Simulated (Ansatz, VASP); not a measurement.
Given: the input of a run of Ansatz 0.2.0 on Ag.

input.yaml

```yaml
crystal:
  lattice:
    - [2.910334978, 0.0, 0.0]
    - [-1.455167489, 2.5204240244, 0.0]
    - [0.0, 0.0, 4.7578513803]
  atoms:
    - { symbol: Ag, position: [0.6666666667, 0.3333333333, 0.75] }
    - { symbol: Ag, position: [0.3333333333, 0.6666666667, 0.25] }
kpoints:
  mp_grid: { grid: [10, 10, 6] }
scf:
  occupations: { method: fermi_dirac, width: 0.05 }
hamiltonian:
  xc: pbe
  pseudopotentials: { kind: all_electron, lapw: { basis_error: 0.0005 } }
output:
  forces: true
  stress: true
  eigenvalues: true
```

Potentials or basis: all-electron LAPW, scalar-relativistic.

Command:

```console
$ ansatz run input.yaml --threads 1 --pin off --max-ram 3072MiB --backend cpu --events-out ev --progress --plain --runs-dir out
```

Question: Set up the same calculation for VASP 6.6.1. Potentials there: VASP PAW PBE potentials, release 64 (Ag).

Answer: As run (the cutoff follows the program's own potentials):

INCAR

```
SYSTEM = Ag
PREC     = Accurate       ! precision mode
ENCUT    = 520            ! plane-wave cutoff, eV
EDIFF    = 1E-6           ! SCF threshold, eV
ISMEAR   = -1             ! smearing method
SIGMA    = 0.05           ! smearing width, eV
LREAL    = .FALSE.        ! projectors in reciprocal space
LASPH    = .TRUE.         ! aspherical terms in the spheres
NELM     = 80             ! most SCF steps
ALGO     = Normal         ! electronic algorithm
ISIF     = 2              ! what is computed and relaxed
LWAVE    = .FALSE.        ! write WAVECAR
LCHARG   = .FALSE.        ! write CHGCAR
GGA      = PE             ! functional
NBANDS   = 18             ! bands
```

The input KPOINTS:

```
Automatic mesh
0
G
  10 10 6
  0 0 0
```

File POSCAR:

```
Ag
1.0
    2.9103349780      0.0000000000      0.0000000000
   -1.4551674890      2.5204240244      0.0000000000
    0.0000000000      0.0000000000      4.7578513803
Ag
2
Direct
    0.6666666667      0.3333333333      0.7500000000
    0.3333333333      0.6666666667      0.2500000000
```

Potentials or basis: VASP PAW PBE potentials, release 64 (Ag).

Launch:

```sh
$ cat potpaw_PBE.64/Ag/POTCAR > POTCAR
$ mpirun -np 1 vasp_std > vasp.out
```

Both were run:

|  | VASP | Ansatz | Ansatz less VASP |
| --- | --- | --- | --- |
| gap on the k mesh at the Fermi level (eV) | none | none | - |
| pressure (GPa) | 2.5 | 2.6 | +0.14 |
| largest component of the traceless stress (GPa) | 0.43 | 0.43 | -0.005 |

A gap of «none» marks a metal or a gap that the smearing closes. Ansatz ran all-electron here, so the differences hold the error of VASP's frozen core and of both bases.
